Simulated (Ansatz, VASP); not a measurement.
## Two plane-wave programs on Pd

```xyz
1
Lattice="2.2156 1.2792 0.8797 -2.2156 1.2792 0.8797 0.0000 -2.5583 0.8797" Properties=species:S:1:pos:R:3 pbc="T T T"
Pd    0.0000    0.0000    1.3195
```

Alike in both runs: task relaxation of cell and atoms; functional r2SCAN; k mesh 9 × 9 × 9; occupations gaussian, width 0.1 eV; no spin polarisation.

```csv
,VASP,Ansatz
version,VASP 6.6.1,Ansatz 0.2.0
potentials or method,"VASP PAW PBE potentials, release 64 (Pd)","scalar-relativistic, plane waves, PAW"
plane-wave cutoff (eV),600,500
valence electrons in the cell,10,18
```

VASP gave:

| Property | Result |
| --- | --- |
| gap on the k mesh at the Fermi level, each at its own relaxed structure (eV) | none |
| relaxed volume (Å³/atom) | 15.04 |
| relaxed cell length with the largest relative difference (Å) | 2.695 |
| energy change over the relaxation (meV/atom) | -5 |

Task: Which values does Ansatz return?

Result: gap on the k mesh at the Fermi level, each at its own relaxed structure (eV): none; relaxed volume (Å³/atom): 15.01; relaxed cell length with the largest relative difference (Å): 2.691; energy change over the relaxation (meV/atom): -4.

A gap of «none» marks a metal or a gap that the smearing closes. The two sets of potentials don't hold the same shells in valence.

Caveats: the PAW data sets were made with another functional, which shifts forces and pressure a little (VASP).
